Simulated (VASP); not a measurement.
A run of VASP 6.6.1 is set up as follows.

File INCAR:

```
SYSTEM = Bi
PREC     = Accurate       ! precision mode
ENCUT    = 600            ! plane-wave cutoff, eV
EDIFF    = 1E-7           ! SCF threshold, eV
ISMEAR   = -1             ! smearing method
SIGMA    = 0.05           ! smearing width, eV
LREAL    = .False.        ! projectors in reciprocal space
LASPH    = .True.         ! aspherical terms in the spheres
NELM     = 100            ! most SCF steps
ALGO     = Normal         ! electronic algorithm
ISIF     = 3              ! what is computed and relaxed
LWAVE    = .False.        ! write WAVECAR
LCHARG   = .False.        ! write CHGCAR
GGA      = CA             ! functional
IBRION   = 2              ! ionic algorithm
NSW      = 60             ! ionic steps
EDIFFG   = -0.02          ! ionic threshold
```

KPOINTS

```
Automatic mesh
0
Gamma
  9 9 9
  0 0 0
```

File POSCAR:

```
Bi
1.0
   -1.9814305318      1.9814305318      1.9814305318
    1.9814305318     -1.9814305318      1.9814305318
    1.9814305318      1.9814305318     -1.9814305318
Bi
1
Direct
    0.0000000000      0.0000000000      0.0000000000
```

Potentials or basis: VASP PAW LDA potentials, release 64 (Bi_d).

Launch:

```sh
$ cat potpaw_LDA.64/Bi_d/POTCAR > POTCAR
$ mpirun -np 1 vasp_std > vasp.out
```

(1) What does it give for the relaxed cell?

(2) What does it give for the relaxed volume?

Results:

(1) a = 3.368 Å, b = 3.368 Å, c = 3.368 Å, α = 109.47°, β = 109.47°, γ = 109.47°.

(2) 29.42 Å³/atom.
